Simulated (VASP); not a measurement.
# CaF2 (strained fluorite): a r²SCAN single-point calculation in VASP

INCAR

```
NSW = 0
ISIF = 2
LASPH = .TRUE.
METAGGA = R2SCAN
LREAL = .FALSE.
NELM = 120
SIGMA = 0.01
LWAVE = .FALSE.
ALGO = Normal
PREC = Accurate
EDIFF = 1E-7
ISMEAR = 0
NBANDS = 19
IBRION = -1
LCHARG = .FALSE.
ENCUT = 520
```

KPOINTS

```
KPOINTS created by Atomic Simulation Environment
0
Gamma
8 8 8
0 0 0
```

KPOINTS_OPT

```
special points
7
Reciprocal
0.0000000000 0.0000000000 0.0000000000 1
0.5000000000 0.0000000000 0.5000000000 1
0.6250000000 0.2500000000 0.6250000000 1
0.3750000000 0.3750000000 0.7500000000 1
0.5000000000 0.5000000000 0.5000000000 1
0.5000000000 0.2500000000 0.7500000000 1
0.0000000000 0.5000000000 0.5000000000 1
```

POSCAR

```
Ca F
 1.0000000000000000
    -0.0348777553000000    2.7119111482000000    2.7119111482000000
     2.7119111482000000   -0.0348777553000000    2.7119111482000000
     2.7119111482000000    2.7119111482000000   -0.0348777553000000
 Ca  F
   1   2
Cartesian
  0.0000000000000000  0.0000000000000000  0.0000000000000000
  1.3515929344211877  1.3515929344211874  1.3515929344211874
  4.0373516066788122  4.0373516066788122  4.0373516066788122
```

VASP ran with the recommended PBE PAW datasets (24 valence electrons in the cell).

Command

```
mpirun -np 1 vasp_std
```

OSZICAR

```
N       E                     dE             d eps       ncg     rms          rms(c)
DAV:   1     0.206417571366E+03    0.20642E+03   -0.13703E+04  2470   0.131E+03
DAV:   2    -0.219670557123E+02   -0.22838E+03   -0.22175E+03  2913   0.358E+02
DAV:   3    -0.333144488211E+02   -0.11347E+02   -0.11287E+02  2861   0.840E+01
DAV:   4    -0.337595434522E+02   -0.44509E+00   -0.44337E+00  3995   0.129E+01
DAV:   5    -0.337624430086E+02   -0.28996E-02   -0.28994E-02  2774   0.119E+00    0.703E+00
DAV:   6    -0.259176454946E+02    0.78448E+01   -0.26549E+00  2929   0.148E+01    0.302E+00
DAV:   7    -0.259458726644E+02   -0.28227E-01   -0.99062E-01  2933   0.704E+00    0.203E+00
DAV:   8    -0.259886731754E+02   -0.42801E-01   -0.54888E-01  2572   0.598E+00    0.144E+00
DAV:   9    -0.259472037374E+02    0.41469E-01   -0.21223E-01  2704   0.346E+00    0.105E-01
DAV:  10    -0.259473893040E+02   -0.18557E-03   -0.54981E-03  2845   0.751E-01    0.132E-01
DAV:  11    -0.259473392575E+02    0.50046E-04   -0.23052E-03  2615   0.365E-01    0.447E-02
DAV:  12    -0.259473025058E+02    0.36752E-04   -0.17336E-04  2830   0.108E-01    0.794E-03
DAV:  13    -0.259473004300E+02    0.20758E-05   -0.94728E-06  2765   0.256E-02    0.472E-03
DAV:  14    -0.259473000577E+02    0.37228E-06   -0.70561E-07  3057   0.670E-03    0.174E-03
DAV:  15    -0.259472999194E+02    0.13832E-06   -0.54622E-07  2677   0.528E-03    0.776E-04
DAV:  16    -0.259472999030E+02    0.16338E-07   -0.81718E-09  1400   0.813E-04
   1 F= -.25947300E+02 E0= -.25947300E+02  d E =-.886649-100
       N       E                     dE             ncg
DAV:   1     0.201393564779E+04   -0.59888E+04      266
DAV:   2     0.441960134435E+03   -0.15720E+04      319
DAV:   3     0.368560191761E+03   -0.73400E+02      290
DAV:   4     0.365981666638E+03   -0.25785E+01      415
DAV:   5     0.365965888393E+03   -0.15778E-01      302
DAV:   6     0.365965333422E+03   -0.55497E-03      404
DAV:   7     0.365965330943E+03   -0.24794E-05      307
DAV:   8     0.365965330878E+03   -0.64399E-07      228
```

From OUTCAR

```
k-points           NKPTS =     65   k-points in BZ     NKDIM =     65   number of bands    NBANDS=     19

   NELECT =      24.0000    total number of electrons

   dimension x,y,z NGX =    30 NGY =   30 NGZ =   30
   dimension x,y,z NGXF=    60 NGYF=   60 NGZF=   60

  energy-cutoff  :      520.00
  volume of cell :       40.66
      direct lattice vectors                 reciprocal lattice vectors
    -0.034877755  2.711911148  2.711911148    -0.180852614  0.183208854  0.183208854
     2.711911148 -0.034877755  2.711911148     0.183208854 -0.180852614  0.183208854
     2.711911148  2.711911148 -0.034877755     0.183208854  0.183208854 -0.180852614

 k-points in reciprocal lattice and weights: KPOINTS created by Atomic Simulation Env
   0.00000000  0.00000000  0.00000000       0.002
   0.12500000 -0.00000000 -0.00000000       0.012
   0.25000000 -0.00000000 -0.00000000       0.012
   0.37500000  0.00000000 -0.00000000       0.012
   0.50000000 -0.00000000 -0.00000000       0.006
   0.12500000  0.12500000 -0.00000000       0.012
   0.25000000  0.12500000 -0.00000000       0.023
   0.37500000  0.12500000 -0.00000000       0.023
   ...

 E-fermi :  -1.3820

 k-point     1 :       0.0000    0.0000    0.0000
  band No.  band energies     occupation
      1     -38.7717      2.00000
      2     -22.5990      2.00000
      3     -21.8490      2.00000
      4     -18.8355      2.00000
      5     -18.8355      2.00000
      6     -18.8305      2.00000
      7      -3.6456      2.00000
      8      -3.6456      2.00000
      9      -3.6118      2.00000
     10      -1.8029      2.00000
     11      -1.7812      2.00000
     12      -1.7812      2.00000
     13       6.4274      0.00000
     14       8.4803      0.00000
     15       8.4803      0.00000
     16      10.6099      0.00000
     17      10.6099      0.00000
     18      10.7015      0.00000
     19      16.1661      0.00000

 k-point     2 :       0.1250   -0.0000   -0.0000
  band No.  band energies     occupation
      1     -38.7669      2.00000
      2     -22.6257      2.00000
      3     -21.8876      2.00000
      4     -18.8412      2.00000
      5     -18.8380      2.00000
      6     -18.7794      2.00000
      7      -3.5742      2.00000
      8      -3.5495      2.00000
      9      -3.5147      2.00000
     10      -1.9575      2.00000
     11      -1.8673      2.00000
     12      -1.8531      2.00000
     13       6.8204      0.00000
     14       8.4993      0.00000
     15       8.5182      0.00000
     16      10.4624      0.00000
     17      10.5650      0.00000
     18      10.6551      0.00000
     19      15.4919      0.00000

 k-point     3 :       0.2500   -0.0000   -0.0000
  band No.  band energies     occupation
      1     -38.7551      2.00000
      2     -22.6665      2.00000
      3     -22.0069      2.00000
      4     -18.8549      2.00000
      5     -18.8538      2.00000
      6     -18.6389      2.00000
      7      -3.3848      2.00000
      8      -3.3699      2.00000
      9      -3.2192      2.00000
     10      -2.3257      2.00000
     11      -2.0395      2.00000
     12      -2.0392      2.00000
     13       7.7194      0.00000
     14       8.5461      0.00000
     15       8.6076      0.00000
     16      10.2045      0.00000
     17      10.4581      0.00000
     18      10.5586      0.00000
     19      14.2513      0.00000

 k-point     4 :       0.3750    0.0000   -0.0000
  band No.  band energies     occupation
      1     -38.7432      2.00000
      2     -22.6672      2.00000
      3     -22.1696      2.00000
      4     -18.8694      2.00000
      5     -18.8685      2.00000
      6     -18.4913      2.00000
      7      -3.1570      2.00000
      8      -3.1485      2.00000
      9      -2.9308      2.00000
     10      -2.6422      2.00000
     11      -2.2663      2.00000
     12      -2.2392      2.00000
     13       8.5930      0.00000
     14       8.5936      0.00000
     15       8.6936      0.00000
     16      10.0071      0.00000
     17      10.3528      0.00000
     18      10.4657      0.00000
     19      13.3988      0.00000

 k-point     5 :       0.5000   -0.0000   -0.0000
  band No.  band energies     occupation
      1     -38.7383      2.00000
      2     -22.6470      2.00000
      3     -22.2576      2.00000
      4     -18.8759      2.00000
      5     -18.8741      2.00000
      6     -18.4284      2.00000
      7      -3.0455      2.00000
      8      -3.0151      2.00000
      9      -2.7999      2.00000
     10      -2.7770      2.00000
     11      -2.3939      2.00000
     12      -2.3430      2.00000
     13       8.6122      0.00000
     14       8.7277      0.00000
     15       9.1280      0.00000
     16       9.6927      0.00000
     17      10.3098      0.00000
     18      10.4278      0.00000
     19      13.2258      0.00000

 k-point     6 :       0.1250    0.1250   -0.0000
  band No.  band energies     occupation
      1     -38.7651      2.00000
      2     -22.6394      2.00000
      3     -21.8934      2.00000
      4     -18.8512      2.00000
      5     -18.8476      2.00000
      6     -18.7482      2.00000
      7      -3.5995      2.00000
      8      -3.5782      2.00000
      9      -3.3632      2.00000
     10      -2.2220      2.00000
     11      -1.7855      2.00000
     12      -1.7707      2.00000
     13       6.9516      0.00000
     14       8.4281      0.00000
     15       8.6015      0.00000
     16      10.4310      0.00000
     17      10.5437      0.00000
     18      10.6143      0.00000
     19      15.9193      0.00000

 k-point     7 :       0.2500    0.1250   -0.0000
  band No.  band energies     occupation
      1     -38.7555      2.00000
      2     -22.6812      2.00000
      3     -21.9778      2.00000
      4     -18.8657      2.00000
      5     -18.8514      2.00000
      6     -18.6444      2.00000
      7      -3.4838      2.00000
      8      -3.4721      2.00000
      9      -3.0354      2.00000
     10      -2.6369      2.00000
     11      -1.8657      2.00000
     12      -1.8494      2.00000
     13       7.6192      0.00000
     14       8.4691      0.00000
     15       8.7243      0.00000
     16      10.1449      0.00000
     17      10.4838      0.00000
     18      10.5436      0.00000
     19      14.9483      0.00000

 k-point     8 :       0.3750    0.1250   -0.0000
  band No.  band energies     occupation
      1     -38.7437      2.00000
      2     -22.6867      2.00000
      3     -22.1376      2.00000
      4     -18.8804      2.00000
      5     -18.8337      2.00000
      6     -18.5271      2.00000
      7      -3.3173      2.00000
      8      -3.2851      2.00000
      9      -2.9794      2.00000
     10      -2.6560      2.00000
     11      -2.0635      2.00000
     12      -2.0287      2.00000
     13       8.0399      0.00000
     14       8.7928      0.00000
     15       8.9077      0.00000
     16       9.9018      0.00000
     17      10.4236      0.00000
     18      10.5887      0.00000
     19      13.9008      0.00000

 k-point     9 :       0.5000    0.1250   -0.0000
  band No.  band energies     occupation
      1     -38.7366      2.00000
      2     -22.6384      2.00000
      3     -22.2912      2.00000
      4     -18.8844      2.00000
      5     -18.8172      2.00000
      6     -18.4584      2.00000
      7      -3.2985      2.00000
      8      -3.0734      2.00000
      9      -3.0692      2.00000
     10      -2.4211      2.00000
     11      -2.2775      2.00000
     12      -2.1656      2.00000
     13       8.1816      0.00000
     14       8.7931      0.00000
     15       9.1635      0.00000
     16       9.8182      0.00000
     17      10.3809      0.00000
     18      10.7829      0.00000
     19      13.4112      0.00000

 k-point    10 :      -0.3750    0.1250   -0.0000
  band No.  band energies     occupation
      1     -38.7384      2.00000
      2     -22.6364      2.00000
      3     -22.2729      2.00000
      4     -18.8755      2.00000
      5     -18.8104      2.00000
      6     -18.4878      2.00000
      7      -3.3972      2.00000
      8      -2.9702      2.00000
      9      -2.9382      2.00000
     10      -2.5665      2.00000
     11      -2.4469      2.00000
     12      -1.9985      2.00000
     13       8.1929      0.00000
     14       8.7063      0.00000
     15       9.1135      0.00000
     16       9.8394      0.00000
     17      10.4021      0.00000
     18      10.7596      0.00000
     19      13.5199      0.00000

 ...

  Total       -0.0842418     -0.0842418     -0.0842418      0.1262095      0.1262095      0.1262095
  in kB       -3.3195877     -3.3195877     -3.3195877      4.9733435      4.9733435      4.9733435
  external PRESSURE =      -3.3195877 kB  Pullay stress =       0.0000000 kB

 POSITION                                       TOTAL-FORCE (eV/Angst)
 -----------------------------------------------------------------------------------
      0.00000      0.00000      0.00000         0.000000     -0.000000     -0.000000
      1.35159      1.35159      1.35159         0.007909      0.007909      0.007909
      4.03735      4.03735      4.03735        -0.007909     -0.007909     -0.007909
 -----------------------------------------------------------------------------------
    total drift:                                0.000000      0.000000     -0.000000

  FREE ENERGIE OF THE ION-ELECTRON SYSTEM (eV)
  ---------------------------------------------------
  free  energy   TOTEN  =       -25.9472999030 eV

  energy  without entropy=      -25.9472999030  energy(sigma->0) =      -25.94729990
```

- gap between bands v and c: 7.96 eV
- least direct gap: 8.21 eV
- pressure: -0.3 GPa

Band v is the last that the valence electrons fill when counted band by band, and c is the next.

The run took about 3.5 min on one core of a shared host (Intel Xeon Platinum 8488C) and held 0.21 GiB at most.
